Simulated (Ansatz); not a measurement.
The system is P.

```
CELL_PARAMETERS angstrom
2.42469 0.00000 0.00000
0.00000 2.43854 0.00000
-0.02031 0.00000 4.85243
ATOMIC_POSITIONS crystal
P 0.00000 0.00000 0.74943
P 0.00000 0.00000 0.25057
```

This isn't the form of P at room conditions, which is orthorhombic.

| Property | Result |
| --- | --- |
| Program | Ansatz 0.2.0 |
| Task | relaxation of cell and atoms |
| Functional | PBE |
| Dispersion | D3(BJ)-ATM |
| Potentials or basis | Ansatz PAW |
| Cutoff | 420 eV (not typed: the program's choice for these potentials) |
| k mesh | 11 × 11 × 6 |
| Occupations | fermi-dirac, width 0.05 eV |
| Spin | no spin polarisation |

At the start: volume 14.35 Å³/atom.

**Question.** Where does the relaxation end?

**Answer.** It ends after 5 steps and the volume is 14.05 Å³/atom (-2.0 %); space group Pm-3m (No. 221, to 0.05 Å).

The path:
| step | energy change (eV) | largest force (eV/Å) | volume (Å³) |
| --- | --- | --- | --- |
| 1 | 0.0000 | 0.0063 | 28.69 |
| 2 | -0.0047 | 0.0064 | 28.31 |
| 3 | -0.0054 | 0.0055 | 28.09 |
| 4 | -0.0055 | 0.0002 | 28.11 |
| 5 | -0.0054 | 0.0002 | 28.11 |

Final structure:
```xyz
2
Lattice="2.4169 0.0000 0.0050 0.0000 2.4169 0.0000 -0.0102 0.0000 4.8115" Properties=species:S:1:pos:R:3 pbc="T T T"
P    -0.0076    0.0000    3.6086
P     2.4144    0.0000    1.2080
```

Caveat: the plane-wave basis is chosen anew once the cell has moved, so the energies of steps on either side of that aren't comparable; pairwise dispersion overbinds metals, which lowers pressure and volume.
